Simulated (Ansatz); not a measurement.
Two Ansatz runs on TaN

The cell is COD entry 1538016, as deposited and not checked against the literature; nothing was relaxed. The listed cell was then made from it by scaling, straining or moving an atom.

First run: DFT, PBE, PAW with Ansatz's default frozen-core files, scalar-relativistic (Ansatz 0.2.0).

Command: `ansatz run input.yaml --threads 1 --pin off --max-ram 2048MiB --backend cpu --events-out ev --progress --plain --runs-dir out` The run took about 3.9 s on 1 thread of a shared machine.

```yaml
crystal:
  lattice:
    - [2.8785330664, 0.0, 0.0]
    - [-1.4392665332, 2.4928827612, 0.0]
    - [0.0, 0.0, 2.8246473979]
  atoms:
    - { symbol: Ta, position: [0.3333333333, 0.6666666667, 0.5] }
    - { symbol: "N", position: [0.0, 0.0, 0.0] }
kpoints:
  mp_grid: { grid: [12, 12, 10] }
scf:
  occupations: { method: fermi_dirac, width: 0.02 }
hamiltonian:
  xc: pbe
  pseudopotentials: { kind: paw }
output:
  forces: true
  stress: true
  eigenvalues: true
  efg: { contact_densities: true }
```

Result: converged; pressure 29.7 GPa; no gap on the k mesh; 6 SCF iterations.

Spin–orbit coupling is left out, though it moves levels of the heavy atoms by tenths of an eV or more.

The input is then changed:

```diff
@@ -7,6 +7,7 @@
     - { symbol: Ta, position: [0.3333333333, 0.6666666667, 0.5] }
     - { symbol: "N", position: [0.0, 0.0, 0.0] }
+  symmetry: { detect: false }
 kpoints:
-  mp_grid: { grid: [12, 12, 10] }
+  mp_grid: { grid: [12, 12, 10], shift: [0.5, 0.5, 0.5] }
 scf:
   occupations: { method: fermi_dirac, width: 0.02 }
@@ -14,4 +15,5 @@
   xc: pbe
   pseudopotentials: { kind: paw }
+  dispersion: d3bjatm
 output:
   forces: true
```

Task: What does the second run give?

Result: It converged; pressure 23.4 GPa; gap on the k mesh 0.05 eV (the mesh can miss the band edges); 6 SCF iterations.

The results part of its log:

```
SCF 1 converged in 6 iterations: F = -10319.271686 eV  dr2 = 5.19e-10
  greatest PAW one-centre occupation: 0.999 electrons in one spin orbital (limit 2), on the Ta atom at site 0 (counted from 0), in its partial waves of l = 0
SCF converged after 6 iterations
Free energy (F): -10319.271686 eV
Harris-Foulkes:  -10319.271686 eV  (|F-HF|=2.87e-10)
Internal energy: -10319.271563 eV  (E = F + TS)
E sigma→0 (E₀):  -10319.271624 eV
Entropy (-TS):   -0.000123 eV (-0.061 meV/atom)
Fermi energy:    21.608739 eV
--- Per-component energies (eV) ---
  E_band       = -28.085969
  E_kinetic    = 504.929363
  E_local      = -562.113806  (includes V_loc(G=0)·N_el)
  E_nonlocal   = 60.792339
  E_hartree    = 193.287272
  E_xc         = -281.572309
  E_vxc        = -284.521626  (∫ρ·V_xc dr)
  E_paw        = -8525.109211  (= ΣΔE_a)
  E_vpaw       = -133.746799  (= ΣTr[D̂ρ^β])
  E_aug_tail   = 0.000248  (compensation charges beyond the density's cutoff)
  E_ewald      = -1708.606167
  E_disp       = -0.879291  (pairwise vdW)
  E_smearing   = -0.000123  (= −TS)
  E_closure    = 0.000000  (closes the sum)
  Σ components = -10319.271686   (vs F -10319.271686, Δ=0.00e0)
--- Forces (eV/Å), atoms counted from 1 ---
  atom   1  Ta    -0.00164789     0.00095086     0.00001287
  atom   2  N      0.00164826    -0.00095121    -0.00000740
  max |Σ_I F_I| component: 5.47e-6 eV/Å
--- Stress (GPa, compression-positive) ---
       22.093885      -0.149377       0.000000
       -0.149377      21.921394      -0.000000
        0.000000      -0.000000      26.242918
  P = ⅓ Tr σ = 23.4194 GPa (234.194 kbar)
--- PAW observables at the nuclei: V_zz in 10²¹ V/m², potentials from the cell's mean, atoms counted from 1 ---
  atom   1  Ta V_zz =    +4.279511   η = 0.0039   by run symmetry: not_imposed
            electrostatic potential = -14503.306876 V   contact ρ = 8154458.158136 e/Å³
  atom   2  N  V_zz =    +0.012512   η = 0.1605   by run symmetry: not_imposed
            electrostatic potential = -531.279470 V   contact ρ = 1413.848326 e/Å³
--- Band table (eV; the first three rows and the last of 720) ---
  k-point 0: bands = ["-46.6242", "-12.9915", "-12.7448", "-12.6894", "3.5992", "16.4819", "16.9043", "17.1002", "18.6659", "24.7601", "24.9779", "25.0303", "26.3772"]
  k-point 1: bands = ["-46.6121", "-13.2150", "-12.7246", "-12.6710", "4.0303", "15.9247", "16.6911", "17.0506", "19.6483", "23.6336", "23.7160", "25.4772", "26.9312"]
  k-point 2: bands = ["-46.5924", "-13.5591", "-12.6928", "-12.6409", "4.7721", "14.4816", "17.0217", "17.2658", "20.8958", "22.5461", "22.8533", "26.3003", "26.8061"]
  k-point 719: bands = ["-46.5312", "-13.9043", "-12.9639", "-12.8199", "5.8283", "13.1427", "16.1542", "17.8384", "18.5504", "24.8506", "25.5496", "27.0244", "27.4579"]
```
